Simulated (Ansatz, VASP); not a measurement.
## Two plane-wave programs on ZnS

```
Zn S
1.0
     0.00000    2.61959    2.61959
     2.61959    0.00000    2.61959
     2.61959    2.61959    0.00000
Zn S
1 1
Direct
  0.00000 0.00000 0.00000
  0.25000 0.25000 0.25000
```

Alike in both runs: functional r2SCAN; k mesh 8 × 8 × 8; occupations gaussian, width 0.02 eV; no spin polarisation.

Ansatz relaxed the structure, and its values are those at the end. VASP's run is a single point on that final structure, the one shown.

|  | VASP | Ansatz |
| --- | --- | --- |
| version | VASP 6.6.1 | Ansatz 0.2.0 |
| potentials or method | VASP PAW PBE potentials, release 64 (Zn, S) | scalar-relativistic, plane waves, PAW |
| plane-wave cutoff (eV) | 520 | 500 |
| valence electrons in the cell | 18 | 18 |

|  | VASP | Ansatz | Ansatz less VASP |
| --- | --- | --- | --- |
| gap on the k mesh at the Fermi level (eV) | 3.12 | 3.10 | -0.019 |
| least direct gap on the mesh (eV) | 3.12 | 3.10 | -0.019 |
| pressure (GPa) | 8.0 | 8.0 | -0.04 |

With one functional, cell and mesh, what is left measures potentials, basis and numerics.

Caveats: the PAW data sets were made with another functional, which shifts forces and pressure a little (VASP). r2SCAN opens gaps a little over a GGA but as a rule still falls short of measured ones. A k mesh can miss the band edges.
